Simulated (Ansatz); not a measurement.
# Platinum, hcp under m-r²SCAN: from relaxation to bulk modulus, part 2 of 2

The plan for platinum in the hcp structure: relax it, solve it on a dense k-mesh, then scale the cell to 7 volumes from 88 to 112 % of the relaxed one and try a fit of the equation of state. The start is ferromagnetic. The k-meshes are 13×13×7 for the relaxation; 22×22×11 for the dense run; 15×15×8 for the volumes.

Ansatz 0.2.0; DFT, m-r2SCAN, plane waves (500 eV) with PAW, scalar-relativistic.

## 3. The energy on a finer k-mesh

This is Pt in the hcp structure; at room conditions it is fcc.

Contents of input.yaml:

```yaml
crystal:
  lattice:
    - [2.7333342581, 0.0, 0.0]
    - [-1.3666671291, 2.3671369046, 0.0]
    - [0.0, 0.0, 4.7634222261]
  atoms:
    - { symbol: Pt, position: [0.3333333333, 0.6666666667, 0.25], spin: 1.0 }
    - { symbol: Pt, position: [0.6666666667, 0.3333333333, 0.75], spin: 1.0 }
hamiltonian:
  xc: mr2scan
  pseudopotentials:
    kind: paw
    azcp:
      Pt: "pseudopotentials/Pt.paw.azcp"
basis:
  ecutwfc: 500
  fft_grid_basis: typed
kpoints:
  mp_grid: { grid: [22, 22, 11], shift: [0, 0, 0] }
magnetization:
  spin_polarized: true
scf:
  occupations: { method: fermi_dirac, width: 0.05 }
output:
  write_density: true
  write_potential: true
  elf: true
  volumetric_format: npy
```

Launch:

```sh
$ ansatz run input.yaml --threads 2 --pin off --max-ram 6144MiB --backend cpu --events-out ev --progress --plain --runs-dir out
```

The program printed, shortened:

```text
Warning: RAYON_NUM_THREADS=2 ignored (pool sized by the plan → 2); use --threads N
[...]
Pseudopotentials: kind: paw
Pseudopotential: Pt, paw, valence charge 18, recommended cutoff 500 eV (meta_gga), <dir>
Functional definition: m-r2SCAN
[...]
Crystal: 2 atoms, lattice volume = 30.820 Å³
Basis set: ecut = 500 eV, 749 PW (Γ), exchange–correlation on 80×80×144 points (64 copies of the dense FFT grid, shifted against one another)
Bands: 23, of which v1, the nominal top of the filled ones, is band 18 counted from 1 (17 counted from 0)
Symmetry: 24 space group operations
[...]
WARN: the starting moments were not kept: the SCF closed with an absolute magnetisation of 2.2e-5 μB, where they sum to 2 μB in size (2 sites). That is at most 0.1 of that sum. Measured as dr2_m measures the in/out step, that magnetisation stands 1.2e-10 eV from none, at or under the [...]
SCF converged after 22 iterations
Magnetization: -0.0000 μB (18.0000 up, 18.0000 down)
Absolute magnetization: 0.0000 μB (∫|ρ↑−ρ↓|, with the PAW one-centre terms)
Spin contamination: 0.0000 ħ² per cell (⟨S²⟩ above its minimum at these occupations)
Per-site moments (μB) at R_I (Å): [(-1.0750284843809271e-5, 1.1275003814784221), (-1.0750284844075942e-5, 1.1275003814784221)]
Free energy (F): -25073.464251 eV
[...]
E sigma→0 (E₀):  -25073.451016 eV
Entropy (-TS):   -0.026469 eV (-13.234 meV/atom)
Fermi energy:    22.433918 eV
[...]
--- Band table (eV; the first three rows and the last of 624) ---
[... band rows left out ...]
[...]
```

Run time: 32 s. Hardware: 2 threads of Intel Xeon Platinum 8488C (Sapphire Rapids), shared host; peak memory 0.73 GiB.

Density in a lattice plane of the grid's cell (edges 2.73 and 4.76 Å, at 0.333 of the third edge), which holds Pt. It is the smooth density of the valence electrons, not physical close to the nuclei.

Ten even steps from '0' (0.22 e/Å³) to '9' (11.63 e/Å³):
```
00000000000000
00000001222110
00000013565421
00000125788742
00000136899852
00000125788742
00000013565421
00000001222110
00000000000000
00000000000000
00000000000000
00000000000000
00000000000000
01111000000000
01111000000000
01111000000000
00000000000000
00000000000000
00000000000000
00000000000000
```
Columns run along the first of these edges and rows up along the second, over one cell in 14 and 20 even steps from the bottom left corner. Atoms in the plane (fractional): Pt at (0.67, 0.75).

## 4. The cell scaled to 88 % of its volume

Edit input.yaml of step 3 so:

```diff
@@ -2,5 +2,5 @@
   lattice:
-    - [2.7333342581, 0.0, 0.0]
-    - [-1.3666671291, 2.3671369046, 0.0]
-    - [0.0, 0.0, 4.7634222261]
+    - [2.6193104081, 0.0, 0.0]
+    - [-1.309655204, 2.2683893538, 0.0]
+    - [0.0, 0.0, 4.5647111684]
   atoms:
@@ -18,3 +18,3 @@
 kpoints:
-  mp_grid: { grid: [22, 22, 11], shift: [0, 0, 0] }
+  mp_grid: { grid: [15, 15, 8], shift: [0, 0, 0] }
 magnetization:
@@ -23,3 +23,5 @@
   occupations: { method: fermi_dirac, width: 0.05 }
+  lower_state_search: "off"
 output:
+  stress: true
   write_density: true
```

Launch:

```sh
$ ansatz run input.yaml --threads 2 --pin off --max-ram 6144MiB --backend cpu --events-out ev --progress --plain --runs-dir out
```

The program printed, shortened:

```text
Warning: RAYON_NUM_THREADS=2 ignored (pool sized by the plan → 2); use --threads N
[...]
[... 3 set-up lines as earlier in the session ...]
[...]
Crystal: 2 atoms, lattice volume = 27.122 Å³
Basis set: ecut = 500 eV, 713 PW (Γ), exchange–correlation on 80×80×144 points (64 copies of the dense FFT grid, shifted against one another)
Bands: 23, of which v1, the nominal top of the filled ones, is band 18 counted from 1 (17 counted from 0)
[... 1 set-up line as earlier in the session ...]
[...]
WARN: the starting moments were not kept: the SCF closed with an absolute magnetisation of 8.2e-6 μB, where they sum to 2 μB in size (2 sites). That is at most 0.1 of that sum. Measured as dr2_m measures the in/out step, that magnetisation stands 2.0e-11 eV from none, at or under the [...]
Spin contamination: 0.0000 ħ² per cell (⟨S²⟩ above its minimum at these occupations)
Per-site moments (μB) at R_I (Å): [(3.6804847036216623e-6, 1.0804655433384909), (3.6804847037847187e-6, 1.0804655433384909)]
Free energy (F): -25072.978514 eV
[...]
E sigma→0 (E₀):  -25072.967602 eV
Entropy (-TS):   -0.021825 eV (-10.912 meV/atom)
Fermi energy:    26.566805 eV
[...]
--- Stress (GPa, compression-positive) ---
       50.560039       0.000000       0.000000
        0.000000      50.560039       0.000000
        0.000000       0.000000      43.382350
  P = ⅓ Tr σ = 48.1675 GPa (481.675 kbar)
--- Band table (eV; the first three rows and the last of 270) ---
[... band rows left out ...]
[...]
```

It took 16 s on 2 threads of Intel Xeon Platinum 8488C (Sapphire Rapids), shared host; peak memory 0.53 GiB.

## 5. The cell scaled to 92 % of its volume

Edit input.yaml of step 4 so:

```diff
@@ -2,5 +2,5 @@
   lattice:
-    - [2.6193104081, 0.0, 0.0]
-    - [-1.309655204, 2.2683893538, 0.0]
-    - [0.0, 0.0, 4.5647111684]
+    - [2.6584103578, 0.0, 0.0]
+    - [-1.3292051789, 2.3022509035, 0.0]
+    - [0.0, 0.0, 4.6328512317]
   atoms:
@@ -26,5 +26 @@
   stress: true
-  write_density: true
-  write_potential: true
-  elf: true
-  volumetric_format: npy
```

Launch:

```sh
$ ansatz run input.yaml --threads 2 --pin off --max-ram 6144MiB --backend cpu --events-out ev --progress --plain --runs-dir out
```

The program printed, shortened:

```text
Warning: RAYON_NUM_THREADS=2 ignored (pool sized by the plan → 2); use --threads N
[...]
[... 3 set-up lines as earlier in the session ...]
[...]
Crystal: 2 atoms, lattice volume = 28.355 Å³
Basis set: ecut = 500 eV, 713 PW (Γ), exchange–correlation on 80×80×144 points (64 copies of the dense FFT grid, shifted against one another)
Bands: 23, of which v1, the nominal top of the filled ones, is band 18 counted from 1 (17 counted from 0)
[... 1 set-up line as earlier in the session ...]
[...]
WARN: the starting moments were not kept: the SCF closed with an absolute magnetisation of 1.8e-5 μB, where they sum to 2 μB in size (2 sites). That is at most 0.1 of that sum. Measured as dr2_m measures the in/out step, that magnetisation stands 9.3e-11 eV from none, at or under the [...]
SCF converged after 21 iterations
Magnetization: 0.0000 μB (18.0000 up, 18.0000 down)
Absolute magnetization: 0.0000 μB (∫|ρ↑−ρ↓|, with the PAW one-centre terms)
Spin contamination: 0.0000 ħ² per cell (⟨S²⟩ above its minimum at these occupations)
Per-site moments (μB) at R_I (Å): [(8.568962320049949e-6, 1.096594272583336), (8.56896232006942e-6, 1.096594272583336)]
Free energy (F): -25073.268139 eV
[...]
E sigma→0 (E₀):  -25073.256431 eV
Entropy (-TS):   -0.023416 eV (-11.708 meV/atom)
Fermi energy:    25.068027 eV
[...]
--- Stress (GPa, compression-positive) ---
       29.370939       0.000000      -0.000000
        0.000000      29.370939      -0.000000
       -0.000000      -0.000000      25.143004
  P = ⅓ Tr σ = 27.9616 GPa (279.616 kbar)
```

Wall time 13 s (2 threads of Intel Xeon Platinum 8488C (Sapphire Rapids), shared host); peak memory 0.54 GiB.

## 6. The cell scaled to 96 % of its volume

Edit input.yaml of step 5 so:

```diff
@@ -2,5 +2,5 @@
   lattice:
-    - [2.6584103578, 0.0, 0.0]
-    - [-1.3292051789, 2.3022509035, 0.0]
-    - [0.0, 0.0, 4.6328512317]
+    - [2.6963927802, 0.0, 0.0]
+    - [-1.3481963901, 2.3351446463, 0.0]
+    - [0.0, 0.0, 4.6990437637]
   atoms:
```

Launch:

```sh
$ ansatz run input.yaml --threads 2 --pin off --max-ram 6144MiB --backend cpu --events-out ev --progress --plain --runs-dir out
```

The program printed, shortened:

```text
Warning: RAYON_NUM_THREADS=2 ignored (pool sized by the plan → 2); use --threads N
[...]
[... 3 set-up lines as earlier in the session ...]
[...]
Crystal: 2 atoms, lattice volume = 29.587 Å³
Basis set: ecut = 500 eV, 725 PW (Γ), exchange–correlation on 80×80×144 points (64 copies of the dense FFT grid, shifted against one another)
Bands: 23, of which v1, the nominal top of the filled ones, is band 18 counted from 1 (17 counted from 0)
[... 1 set-up line as earlier in the session ...]
[...]
WARN: the starting moments were not kept: the SCF closed with an absolute magnetisation of 3.1e-6 μB, where they sum to 2 μB in size (2 sites). That is at most 0.1 of that sum. Measured as dr2_m measures the in/out step, that magnetisation stands 3.9e-12 eV from none, at or under the [...]
Magnetization: -0.0000 μB (18.0000 up, 18.0000 down)
Absolute magnetization: 0.0000 μB (∫|ρ↑−ρ↓|, with the PAW one-centre terms)
Spin contamination: 0.0000 ħ² per cell (⟨S²⟩ above its minimum at these occupations)
Per-site moments (μB) at R_I (Å): [(-1.0195724865784012e-6, 1.1122620218481827), (-1.0195724865163486e-6, 1.1122620218481827)]
Free energy (F): -25073.420375 eV
[...]
E sigma→0 (E₀):  -25073.407856 eV
Entropy (-TS):   -0.025039 eV (-12.519 meV/atom)
Fermi energy:    23.695116 eV
[...]
--- Stress (GPa, compression-positive) ---
       12.904528       0.000000       0.000000
        0.000000      12.904528       0.000000
        0.000000       0.000000      10.999255
  P = ⅓ Tr σ = 12.2694 GPa (122.694 kbar)
```

It took 13 s on 2 threads of Intel Xeon Platinum 8488C (Sapphire Rapids), shared host; peak memory 0.54 GiB.

## 7. The cell scaled to 100 % of its volume

Edit input.yaml of step 6 so:

```diff
@@ -2,5 +2,5 @@
   lattice:
-    - [2.6963927802, 0.0, 0.0]
-    - [-1.3481963901, 2.3351446463, 0.0]
-    - [0.0, 0.0, 4.6990437637]
+    - [2.7333342581, 0.0, 0.0]
+    - [-1.3666671291, 2.3671369046, 0.0]
+    - [0.0, 0.0, 4.7634222261]
   atoms:
@@ -26 +26,5 @@
   stress: true
+  write_density: true
+  write_potential: true
+  elf: true
+  volumetric_format: npy
```

Launch:

```sh
$ ansatz run input.yaml --threads 2 --pin off --max-ram 6144MiB --backend cpu --events-out ev --progress --plain --runs-dir out
```

The program printed, shortened:

```text
Warning: RAYON_NUM_THREADS=2 ignored (pool sized by the plan → 2); use --threads N
[...]
[... 3 set-up lines as earlier in the session ...]
[...]
Crystal: 2 atoms, lattice volume = 30.820 Å³
Basis set: ecut = 500 eV, 749 PW (Γ), exchange–correlation on 80×80×144 points (64 copies of the dense FFT grid, shifted against one another)
Bands: 23, of which v1, the nominal top of the filled ones, is band 18 counted from 1 (17 counted from 0)
[... 1 set-up line as earlier in the session ...]
[...]
WARN: the starting moments were not kept: the SCF closed with an absolute magnetisation of 1.3e-4 μB, where they sum to 2 μB in size (2 sites). That is at most 0.1 of that sum. Measured as dr2_m measures the in/out step, that magnetisation stands 5.3e-9 eV from none, at or under the [...]
Spin contamination: 0.0000 ħ² per cell (⟨S²⟩ above its minimum at these occupations)
Per-site moments (μB) at R_I (Å): [(-6.523283380784767e-5, 1.1275003814784221), (-6.523283380777368e-5, 1.1275003814784221)]
Free energy (F): -25073.465972 eV
[...]
E sigma→0 (E₀):  -25073.452640 eV
Entropy (-TS):   -0.026662 eV (-13.331 meV/atom)
Fermi energy:    22.433580 eV
[...]
--- Stress (GPa, compression-positive) ---
        0.124879       0.000000       0.000000
        0.000000       0.124879       0.000000
        0.000000       0.000000       0.053910
  P = ⅓ Tr σ = 0.1012 GPa (1.012 kbar)
--- Band table (eV; the first three rows and the last of 270) ---
[... band rows left out ...]
[...]
```

It took 16 s on 2 threads of Intel Xeon Platinum 8488C (Sapphire Rapids), shared host; peak memory 0.55 GiB.

## 8. The cell scaled to 104 % of its volume

Edit input.yaml of step 7 so:

```diff
@@ -2,5 +2,5 @@
   lattice:
-    - [2.7333342581, 0.0, 0.0]
-    - [-1.3666671291, 2.3671369046, 0.0]
-    - [0.0, 0.0, 4.7634222261]
+    - [2.7693033074, 0.0, 0.0]
+    - [-1.3846516537, 2.398287015, 0.0]
+    - [0.0, 0.0, 4.8261060228]
   atoms:
```

Launch:

```sh
$ ansatz run input.yaml --threads 2 --pin off --max-ram 6144MiB --backend cpu --events-out ev --progress --plain --runs-dir out
```

The program printed, shortened:

```text
Warning: RAYON_NUM_THREADS=2 ignored (pool sized by the plan → 2); use --threads N
[...]
[... 3 set-up lines as earlier in the session ...]
[...]
Crystal: 2 atoms, lattice volume = 32.053 Å³
Basis set: ecut = 500 eV, 797 PW (Γ), exchange–correlation on 96×96×144 points (64 copies of the dense FFT grid, shifted against one another)
Bands: 23, of which v1, the nominal top of the filled ones, is band 18 counted from 1 (17 counted from 0)
[... 1 set-up line as earlier in the session ...]
[...]
WARN: the starting moments were not kept: the SCF closed with an absolute magnetisation of 4.1e-5 μB, where they sum to 2 μB in size (2 sites). That is at most 0.1 of that sum. Measured as dr2_m measures the in/out step, that magnetisation stands 4.7e-10 eV from none, at or under the [...]
Spin contamination: 0.0000 ħ² per cell (⟨S²⟩ above its minimum at these occupations)
Per-site moments (μB) at R_I (Å): [(-1.9984145059459613e-5, 1.1423376143042467), (-1.9984145059333344e-5, 1.1423376143042467)]
Free energy (F): -25073.429005 eV
[...]
E sigma→0 (E₀):  -25073.414867 eV
Entropy (-TS):   -0.028275 eV (-14.137 meV/atom)
Fermi energy:    21.270920 eV
[...]
--- Stress (GPa, compression-positive) ---
       -9.762458      -0.000000       0.000000
       -0.000000      -9.762458       0.000000
        0.000000       0.000000      -8.383484
  P = ⅓ Tr σ = -9.3028 GPa (-93.028 kbar)
--- Band table (eV; the first three rows and the last of 270) ---
[... band rows left out ...]
[...]
```

Run time: 19 s. Hardware: 2 threads of Intel Xeon Platinum 8488C (Sapphire Rapids), shared host; peak memory 0.58 GiB.

## 9. The cell scaled to 108 % of its volume

Edit input.yaml of step 8 so:

```diff
@@ -2,5 +2,5 @@
   lattice:
-    - [2.7693033074, 0.0, 0.0]
-    - [-1.3846516537, 2.398287015, 0.0]
-    - [0.0, 0.0, 4.8261060228]
+    - [2.8043615014, 0.0, 0.0]
+    - [-1.4021807507, 2.4286483016, 0.0]
+    - [0.0, 0.0, 4.8872024583]
   atoms:
@@ -26,5 +26 @@
   stress: true
-  write_density: true
-  write_potential: true
-  elf: true
-  volumetric_format: npy
```

Launch:

```sh
$ ansatz run input.yaml --threads 2 --pin off --max-ram 6144MiB --backend cpu --events-out ev --progress --plain --runs-dir out
```

The program printed, shortened:

```text
Warning: RAYON_NUM_THREADS=2 ignored (pool sized by the plan → 2); use --threads N
[...]
[... 3 set-up lines as earlier in the session ...]
[...]
Crystal: 2 atoms, lattice volume = 33.286 Å³
Basis set: ecut = 500 eV, 845 PW (Γ), exchange–correlation on 96×96×144 points (64 copies of the dense FFT grid, shifted against one another)
Bands: 23, of which v1, the nominal top of the filled ones, is band 18 counted from 1 (17 counted from 0)
[... 1 set-up line as earlier in the session ...]
[...]
WARN: the starting moments were not kept: the SCF closed with an absolute magnetisation of 9.3e-5 μB, where they sum to 2 μB in size (2 sites). That is at most 0.1 of that sum. Measured as dr2_m measures the in/out step, that magnetisation stands 2.3e-9 eV from none, at or under the [...]
Magnetization: -0.0001 μB (18.0000 up, 18.0000 down)
Absolute magnetization: 0.0001 μB (∫|ρ↑−ρ↓|, with the PAW one-centre terms)
Spin contamination: 0.0000 ħ² per cell (⟨S²⟩ above its minimum at these occupations)
Per-site moments (μB) at R_I (Å): [(-4.497702823753609e-5, 1.156799119325721), (-4.497702823753896e-5, 1.156799119325721)]
Free energy (F): -25073.328383 eV
[...]
E sigma→0 (E₀):  -25073.313444 eV
Entropy (-TS):   -0.029878 eV (-14.939 meV/atom)
Fermi energy:    20.196397 eV
[...]
--- Stress (GPa, compression-positive) ---
      -17.371244       0.000000       0.000000
        0.000000     -17.371244       0.000000
        0.000000       0.000000     -14.846978
  P = ⅓ Tr σ = -16.5298 GPa (-165.298 kbar)
```

Run time: 16 s. Hardware: 2 threads of Intel Xeon Platinum 8488C (Sapphire Rapids), shared host; peak memory 0.58 GiB.

## 10. The cell scaled to 112 % of its volume

Edit input.yaml of step 9 so:

```diff
@@ -2,5 +2,5 @@
   lattice:
-    - [2.8043615014, 0.0, 0.0]
-    - [-1.4021807507, 2.4286483016, 0.0]
-    - [0.0, 0.0, 4.8872024583]
+    - [2.8385644027, 0.0, 0.0]
+    - [-1.4192822014, 2.4582688831, 0.0]
+    - [0.0, 0.0, 4.9468083627]
   atoms:
```

Launch:

```sh
$ ansatz run input.yaml --threads 2 --pin off --max-ram 6144MiB --backend cpu --events-out ev --progress --plain --runs-dir out
```

The program printed, shortened:

```text
Warning: RAYON_NUM_THREADS=2 ignored (pool sized by the plan → 2); use --threads N
[...]
[... 3 set-up lines as earlier in the session ...]
[...]
Crystal: 2 atoms, lattice volume = 34.519 Å³
Basis set: ecut = 500 eV, 895 PW (Γ), exchange–correlation on 96×96×160 points (64 copies of the dense FFT grid, shifted against one another)
Bands: 23, of which v1, the nominal top of the filled ones, is band 18 counted from 1 (17 counted from 0)
[... 1 set-up line as earlier in the session ...]
[...]
WARN: the starting moments were not kept: the SCF closed with an absolute magnetisation of 2.0e-4 μB, where they sum to 2 μB in size (2 sites). That is at most 0.1 of that sum. Measured as dr2_m measures the in/out step, that magnetisation stands 1.1e-8 eV from none, at or under the [...]
Magnetization: -0.0002 μB (17.9999 up, 18.0001 down)
Absolute magnetization: 0.0002 μB (∫|ρ↑−ρ↓|, with the PAW one-centre terms)
Spin contamination: 0.0000 ħ² per cell (⟨S²⟩ above its minimum at these occupations)
Per-site moments (μB) at R_I (Å): [(-9.869830419868182e-5, 1.1709078161336597), (-9.869830419858887e-5, 1.1709078161336597)]
Free energy (F): -25073.179032 eV
[...]
E sigma→0 (E₀):  -25073.163283 eV
Entropy (-TS):   -0.031497 eV (-15.748 meV/atom)
Fermi energy:    19.200842 eV
[...]
--- Stress (GPa, compression-positive) ---
      -23.175210       0.000000       0.000000
        0.000000     -23.175210       0.000000
        0.000000       0.000000     -19.753207
  P = ⅓ Tr σ = -22.0345 GPa (-220.345 kbar)
```

Wall time 16 s (2 threads of Intel Xeon Platinum 8488C (Sapphire Rapids), shared host); peak memory 0.6 GiB.

## 11. Energy and pressure against volume

The cell was scaled evenly, with its shape and the fractional positions fixed.

```
V (Å³/atom)  E − E₀ (meV/atom)  P from the stress (GPa)  P from the fit (GPa)
     13.561              242.5                    48.17                 48.15
     14.177               98.1                    27.96                 27.84
     14.794               22.3                    12.27                 12.15
     15.410                0.0                     0.10                  0.00
     16.026               18.8                    -9.30                 -9.39
     16.643               69.6                   -16.53                -16.63
     17.259              144.6                   -22.03                -22.19
```

A third-order Birch-Murnaghan fit gives V₀ = 15.410 Å³/atom, B₀ = 266 GPa and B₀′ = 5.4; it misses no point by more than 0.06 meV/atom.

Fit and stress differ a little: one follows E(σ → 0), the other the smeared free energy.

## 12. What came out

The summary covers parts 1 to 2.

```
                      quantity                                   value
space group (spins left aside)                      P6_3/mmc (No. 194)
             conventional cell  a = 2.733 Å, c = 4.763 Å (c/a = 1.743)
                        volume                          15.410 Å³/atom
             shortest distance                                 2.733 Å
               gap on the mesh            none (levels filled in part)
                magnetic state                            non-magnetic
               relative to fcc                            +65 meV/atom
                   V₀, B₀, B₀′            15.410 Å³/atom, 266 GPa, 5.4
```

In words: The relaxation enlarged the cell by 2.1 % in volume. Against the reference form of platinum (fcc, computed apart with the same settings) it stands 65 meV/atom higher. The starting moments do not survive. No gap shows: it is a metal or semimetal at this level. The fitted modulus is 266 GPa; letting shape and positions relax at each volume could only lower it. Relaxation kept the symmetry; phonons were not checked.
